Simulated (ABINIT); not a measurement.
# Zr (P6_3/mmc) in ABINIT: reference runs, part 2 of 2

ABINIT 10.8.3 (patched build). The steps go on from the part before.

## Step 4: Single point, PBEsol (atoms moved at random, drawn with an rms of 0.05 Å)

run.abi

```
# Pseudopotentials
pp_dirpath "./"
pseudos "Zr.upf"

# Structure
acell 3.232 3.232 5.147 Angstrom
rprim
     1.0000000000     0.0000000000     0.0000000000
    -0.5000000000     0.8660254038     0.0000000000
     0.0000000000     0.0000000000     1.0000000000
ntypat 1
znucl 40
natom 2
typat 1 1
xcart
     1.5927845440     0.9478625597     3.8560397540
     0.0188619520     1.9105373962     1.2588481130 Angstrom
chkprim 0
chksymtnons 0
tolsym 1.0e-6

# Plane-wave basis
ecut 33.0

# k points
kptopt 1
ngkpt 9 9 5
nshiftk 1
shiftk 0.0 0.0 0.0

# Exchange and correlation
ixc -116133

# Bands and occupations
nband 16
occopt 3
tsmear 0.05 eV

# SCF cycle
nstep 100
tolvrs 1.0e-10

# Output
iomode 3
prtwf 0
prtden 0
prteig 0
prtebands 0
enunit 1
```

Potentials or basis: PseudoDojo NC SR PBEsol v0.4.1 standard.

On the command line:

```bash
$ abinit run.abi > log 2>&1
```

run.abo:

```text
.Version 10.8.3 of ABINIT
 Symmetries : space group P-1 (#  2); Bravais aP (primitive triclinic)
================================================================================
 Values of the parameters that define the memory need of the present run
     intxc =       0    ionmov =       0      iscf =       7    lmnmax =       6
     lnmax =       6     mgfft =      54  mpssoang =       3    mqgrid =    3001
     natom =       2  nloc_mem =       1    nspden =       1   nspinor =       1
    nsppol =       1      nsym =       2    n1xccc =    2501    ntypat =       1
    occopt =       3   xclevel =       2
       mpw =        2868          nfft =       55296          nkpt =         203
================================================================================
================================================================================

--------------------------------------------------------------------------------
------------- Echo of variables that govern the present computation ------------
--------------------------------------------------------------------------------
 -outvars: echo values of preprocessed input variables --------
            acell      6.1075948389E+00  6.1075948389E+00  9.7264203700E+00 Bohr
              amu      9.12240000E+01
          chkprim           0
      chksymtnons           0
             ecut      3.30000000E+01 Hartree
           enunit           1
                       outvar_i_n : Printing only first  50 k-points.
              ixc     -116133
                       outvar_i_n : Printing only first  50 k-points.
         kptrlatt        9    0    0      0    9    0      0    0    5
          kptrlen      4.86321019E+01
            natom           2
            nband          16
            ngfft          32      32      54
             nkpt         203
            nstep         100
             nsym           2
           ntypat           1
                       prtocc : prtvol=0, do not print more k-points.
           occopt           3
           prtden           0
        prtebands           0
           prteig           0
            prtwf           0
            rprim      1.0000000000E+00  0.0000000000E+00  0.0000000000E+00
                      -5.0000000000E-01  8.6602540380E-01  0.0000000000E+00
                       0.0000000000E+00  0.0000000000E+00  1.0000000000E+00
          spgroup           2
           tolsym      1.00000000E-06
           tolvrs      1.00000000E-10
           tsmear      1.83746611E-03 Hartree
            typat      1  1
                       outvars : Printing only first  50 k-points.
           xangst      1.5927845440E+00  9.4786255970E-01  3.8560397540E+00
                       1.8861952000E-02  1.9105373962E+00  1.2588481130E+00
            xcart      3.0099265657E+00  1.7912006428E+00  7.2868590657E+00
                       3.5643923480E-02  3.6103924321E+00  2.3788781677E+00
             xred      6.6213900000E-01  3.3864399999E-01  7.4918200000E-01
                       3.4712599999E-01  6.8257999998E-01  2.4457900000E-01
            znucl       40.00000

================================================================================

 chkinp: Checking input parameters for consistency.

================================================================================
== DATASET  1 ==================================================================

--- !DatasetInfo
iteration_state: {dtset: 1, }
dimensions: {natom: 2, nkpt: 203, mband: 16, nsppol: 1, nspinor: 1, nspden: 1, mpw: 2868, }
cutoff_energies: {ecut:  33.0, pawecutdg:  -1.0, }
electrons: {nelect:   2.40000000E+01, charge:   0.00000000E+00, occopt:   3.00000000E+00, tsmear:   1.83746611E-03, }
meta: {optdriver: 0, ionmov: 0, optcell: 0, iscf: 7, paral_kgb: 0, }
...

 Real(R)+Recip(G) space primitive vectors, cartesian coordinates (Bohr,Bohr^-1):
 R(1)=  6.1075948  0.0000000  0.0000000  G(1)=  0.1637306  0.0945299  0.0000000
[... 41 lines left out ...]

--- !ResultsGS
iteration_state: {dtset: 1, }
comment   : Summary of ground state results
lattice_vectors:
- [  6.1075948,   0.0000000,   0.0000000, ]
- [ -3.0537974,   5.2893323,   0.0000000, ]
- [  0.0000000,   0.0000000,   9.7264204, ]
lattice_lengths: [   6.10759,    6.10759,    9.72642, ]
lattice_angles: [ 90.000,  90.000, 120.000, ] # degrees, (23, 13, 12)
lattice_volume:   3.1421297E+02
convergence: {deltae: -2.321E-11, res2:  1.395E-11, residm:  4.425E-04, diffor: null, }
etotal    :  -1.01193561E+02
entropy   :   0.00000000E+00
fermie    :   3.94113964E-01
cartesian_stress_tensor: # hartree/bohr^3
- [  1.25412333E-04,   9.24267858E-06,   2.14720365E-07, ]
- [  9.24267858E-06,   1.12042328E-04,   1.52678243E-07, ]
- [  2.14720365E-07,   1.52678243E-07,   8.89139041E-05, ]
pressure_GPa:  -3.2007E+00
xred      :
- [  6.6214E-01,   3.3864E-01,   7.4918E-01, Zr]
- [  3.4713E-01,   6.8258E-01,   2.4458E-01, Zr]
cartesian_forces: # hartree/bohr
- [  6.70763785E-04,   4.68641163E-04,  -1.69949251E-03, ]
- [ -6.70763785E-04,  -4.68641163E-04,   1.69949251E-03, ]
force_length_stats: {min:   1.88621934E-03, max:   1.88621934E-03, mean:   1.88621934E-03, }
...

 Integrated electronic density in atomic spheres:
 ------------------------------------------------
 Atom  Sphere_radius  Integrated_density
    1        2.00000          8.38427256
    2        2.00000          8.38006124
================================================================================

 ----iterations are completed or convergence reached----

 Mean square residual over all n,k,spin=   17.636E-07; max=  44.251E-05
 reduced coordinates (array xred) for    2 atoms
       0.662138999996      0.338643999992      0.749182000000
       0.347125999992      0.682579999983      0.244579000000
 rms dE/dt=  9.8355E-03; max dE/dt=  1.6530E-02; dE/dt below (all hartree)
    1      -0.004096753429     -0.000430422119      0.016529978586
    2       0.004096753429      0.000430422119     -0.016529978586

 cartesian coordinates (angstrom) at end:
    1      1.59278454400000     0.94786255970000     3.85603975400000
    2      0.01886195200000     1.91053739620000     1.25884811300000

 cartesian forces (hartree/bohr) at end:
    1      0.00067076378461     0.00046864116287    -0.00169949251188
    2     -0.00067076378461    -0.00046864116287     0.00169949251188
 frms,max,avg= 1.0890092E-03 1.6994925E-03   0.000E+00  0.000E+00  0.000E+00 h/b

 cartesian forces (eV/Angstrom) at end:
    1      0.03449206061629     0.02409849751570    -0.08739141868056
    2     -0.03449206061629    -0.02409849751570     0.08739141868056
 frms,max,avg= 5.5999107E-02 8.7391419E-02   0.000E+00  0.000E+00  0.000E+00 e/A
 length scales=  6.107594838934  6.107594838934  9.726420370047 bohr
              =  3.232000000000  3.232000000000  5.147000000000 angstroms
 Fermi (or HOMO) energy (eV) =  10.72439   Average Vxc (eV)= -11.45798
 Eigenvalues (   eV  ) for nkpt= 203  k points:
 kpt#   1, nband= 16, wtk=  0.00247, kpt=  0.0000  0.0000  0.0000 (reduced coord)
 -38.02844  -37.87149  -16.58721  -15.71596  -15.69609  -15.56907  -15.56769  -15.55675
   5.04613    7.67541   11.54462   11.60381   11.68824   11.91817   12.24036   12.30825
 prteigrs : prtvol=0 or 1, do not print more k-points.

--- !EnergyTerms
iteration_state     : {dtset: 1, }
comment             : Components of total free energy in Hartree
kinetic             :  2.88209703812270E+01
hartree             :  1.36782548752988E+01
xc                  : -1.98892808503102E+01
Ewald energy        : -7.70621575125654E+01
psp_core            :  2.88530507332918E+00
local_psp           : -6.01134043166439E+01
non_local_psp       :  1.04873530641365E+01
internal            : -1.01192959285528E+02
'-kT*entropy'       : -6.01447921100070E-04
total_energy        : -1.01193560733449E+02
total_energy_eV     : -2.75361706672402E+03
band_energy         : -9.98354210268043E+00
...

 Cartesian components of stress tensor (hartree/bohr^3)
  sigma(1 1)=  1.25412333E-04  sigma(3 2)=  1.52678243E-07
  sigma(2 2)=  1.12042328E-04  sigma(3 1)=  2.14720365E-07
  sigma(3 3)=  8.89139041E-05  sigma(2 1)=  9.24267858E-06

-Cartesian components of stress tensor (GPa)         [Pressure= -3.2007E+00 GPa]
- sigma(1 1)=  3.68975822E+00  sigma(3 2)=  4.49194899E-03
- sigma(2 2)=  3.29639911E+00  sigma(3 1)=  6.31729125E-03
- sigma(3 3)=  2.61593737E+00  sigma(2 1)=  2.71928992E-01

== END DATASET(S) ==============================================================
================================================================================

 -outvars: echo values of variables after computation  --------
            acell      6.1075948389E+00  6.1075948389E+00  9.7264203700E+00 Bohr
           etotal     -1.0119356073E+02
            fcart      6.7076378461E-04  4.6864116287E-04 -1.6994925119E-03
                      -6.7076378461E-04 -4.6864116287E-04  1.6994925119E-03
            rprim      1.0000000000E+00  0.0000000000E+00  0.0000000000E+00
                      -5.0000000000E-01  8.6602540380E-01  0.0000000000E+00
                       0.0000000000E+00  0.0000000000E+00  1.0000000000E+00
           strten      1.2541233267E-04  1.1204232847E-04  8.8913904092E-05
                       1.5267824281E-07  2.1472036524E-07  9.2426785816E-06
           xangst      1.5927845440E+00  9.4786255970E-01  3.8560397540E+00
                       1.8861952000E-02  1.9105373962E+00  1.2588481130E+00
             xred      6.6213900000E-01  3.3864399999E-01  7.4918200000E-01
                       3.4712599999E-01  6.8257999998E-01  2.4457900000E-01
 Calculation completed.
```

Run time: 5.6 min. Hardware: 1 thread of AMD EPYC 7R43 (Zen 3), shared host; peak memory 0.2 GiB.

Results:

```
Free energy                                           : -2753.6171 eV
Pressure                                              : -3.2 GPa
Largest force                                         : 0.097 eV/Å
Band gap on the k mesh                                : none (metal or under the smearing width)
Valence electrons inside the program's atomic spheres : Zr 8.38 (radii [1.0584] Å)
```

Forces on the atoms (eV/Å):
```
Zr   0.034  0.024 -0.087
Zr  -0.034 -0.024  0.087
```

## Step 5: The runs side by side

```tsv
task	cell	gap on the mesh (eV)	pressure (GPa)
single point	as given	none	-3.2
equation of state	as given	-	-
single point	atoms moved at random, drawn with an rms of 0.05 Å	none	-3.2
```

Alike in all rows: level PBEsol; potentials or basis PseudoDojo NC SR PBEsol v0.4.1 standard; no spin polarisation; k mesh 9 × 9 × 5; cutoff (eV) 898; smearing fermi-dirac 0.05 eV.

Caveats: pressures at fixed basis lie under the slope of the energies (some runs).

Absolute energies hang on the potentials; compare differences alone.
